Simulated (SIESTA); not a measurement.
BaZrO3:

```
CELL_PARAMETERS angstrom
4.19134 0.00000 0.00000
0.00000 4.19134 0.00000
0.00000 0.00000 4.19134
ATOMIC_POSITIONS crystal
Ba 0.00000 0.00000 0.00000
Zr 0.50000 0.50000 0.50000
O 0.50000 0.50000 0.00000
O 0.50000 0.00000 0.50000
O 0.00000 0.50000 0.50000
```

Base run:

```yaml
Program: SIESTA 5.4.2
Functional: vdW-DF-cx
Potentials_or_basis: PseudoDojo 0.4 standard (PBE files)
Basis: DZP (energy shift 0.003 Ry; two zetas on semicore shells; d shell added on Ba)
Grid_cutoff: 800 Ry
Energy_shift: 0.003 Ry
k_mesh: 6 × 6 × 6
Occupations: fermi-dirac, width 0.05 eV
Spin: no spin polarisation
```

Its results: band gap on the k mesh 2.99 eV, indirect (least direct gap 3.15 eV); pressure 2.9 GPa.

Q: After a change of settings the same cell gave: band gap on the k mesh 3.09 eV, indirect (least direct gap 3.25 eV); pressure 12.6 GPa. Which change was it?
A. functional from vdW-DF-cx to PBEsol; potentials or basis from PseudoDojo 0.4 standard (PBE files) to PseudoDojo 0.4 standard (PBEsol files)
B. functional from vdW-DF-cx to BLYP
C. functional from vdW-DF-cx to LDA; potentials or basis from PseudoDojo 0.4 standard (PBE files) to PseudoDojo 0.4 standard (LDA files)
D. functional from vdW-DF-cx to AM05; potentials or basis from PseudoDojo 0.4 standard (PBE files) to PseudoDojo 0.4 standard (PBEsol files)

A: B.

Caveats: this set's barium file shifts pressures by up to 1 GPa against other sets; the potentials were made for another functional, which shifts forces and pressure; spin-orbit coupling is left out, which moves the levels of the heavy elements; the basis of atomic orbitals isn't converged, which shifts pressures, moduli and gaps.

Not every run made on this cell is shown here.
